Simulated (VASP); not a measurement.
The system is SnTe.

```
Sn Te
1.0
     4.39384    0.00000    0.00000
    -2.19692    3.80518    0.00000
     0.00000    0.00000    7.87041
Sn Te
2 2
Direct
  0.00000 0.00000 0.00000
  0.00000 0.00000 0.50000
  0.33333 0.66667 0.25000
  0.66667 0.33333 0.75000
```

The cell was built by a generator and needn't be a form met in nature.

Base run:

* Program: VASP 6.6.1
* Functional: PBE
* Potentials or basis: VASP PAW PBE potentials, release 64 (Sn_d, Te)
* Cutoff: 520 eV
* k mesh: 6 × 6 × 4
* Occupations: fermi-dirac, width 0.02 eV
* Spin: no spin polarisation

Its results: band gap on the k mesh none (metal or under the smearing width); pressure 0.6 GPa.

Question: The run is repeated on the same cell with these changes: functional from PBE to r2SCAN. What comes out?

Answer: Band gap on the k mesh none (metal or under the smearing width); pressure 0.0 GPa.

Caveats: the PAW data sets were made with another functional, which shifts forces and pressure a little (some runs).
